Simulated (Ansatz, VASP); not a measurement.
Bi in VASP and in Ansatz

```xyz
1
Lattice="0.0000 2.5690 2.5690 2.5690 0.0000 2.5690 2.5690 2.5690 0.0000" Properties=species:S:1:pos:R:3 pbc="T T T"
Bi    0.0000    0.0000    0.0000
```

Alike in both runs: task single point; functional r2SCAN; k mesh 12 × 12 × 12; occupations fermi-dirac, width 0.1 eV; no spin polarisation.

|  | VASP | Ansatz |
| --- | --- | --- |
| version | VASP 6.6.1 | Ansatz 0.2.0 |
| potentials or method | VASP PAW PBE potentials, release 64 (Bi_d) | plane waves (500 eV) with PAW, scalar-relativistic |
| plane-wave cutoff (eV) | 520 | 500 |
| valence electrons in the cell | 15 | 15 |

```tsv
	VASP	Ansatz	Ansatz less VASP
pressure (GPa)	-3.7	-3.7	+0.04
```

The functional is the same, so the differences come from potentials, cutoffs and numerics.

Caveats: the PAW data sets were made with another functional, which shifts forces and pressure a little (VASP).
